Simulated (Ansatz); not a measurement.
## CuI: from a first guess to the relaxed zincblende type

First guess:

```yaml
crystal:
  lattice:
    - [0.00000, 3.01871, 3.01871]
    - [3.01871, 0.00000, 3.01871]
    - [3.01871, 3.01871, 0.00000]
  atoms:
    - { symbol: Cu, position: [0.00000, 0.00000, 0.00000] }
    - { symbol: I, position: [0.25000, 0.25000, 0.25000] }
```

Theory: DFT, PBE, PAW with Ansatz's default frozen-core files, scalar-relativistic in Ansatz 0.2.0.

Cell and atoms relax within the symmetry of the start on a 12×12×12 k mesh with 0.05 eV Fermi–Dirac smearing.

The start is built from a prototype, known or not as a phase of this compound; the cutoff is 420 eV.

Spin–orbit coupling is left out, though it moves levels of the heavy atoms by tenths of an eV or more.

Problem. What is the pressure of the first guess?

Solution. 0.84 GPa.

Problem. What does it relax to?

Solution. a = 6.079 Å, b = 6.079 Å, c = 6.079 Å, α = 90.00°, β = 90.00°, γ = 90.00° (conventional cell), 28.08 Å³ per atom:
```xyz
2
Lattice="0.0000 3.0395 3.0395 3.0395 0.0000 3.0395 3.0395 3.0395 0.0000" Properties=species:S:1:pos:R:3 pbc="T T T"
Cu    0.0000    0.0000    0.0000
I     1.5198    1.5198    1.5198
```

Problem. How much energy does the relaxation release?

Solution. 1 meV/atom.
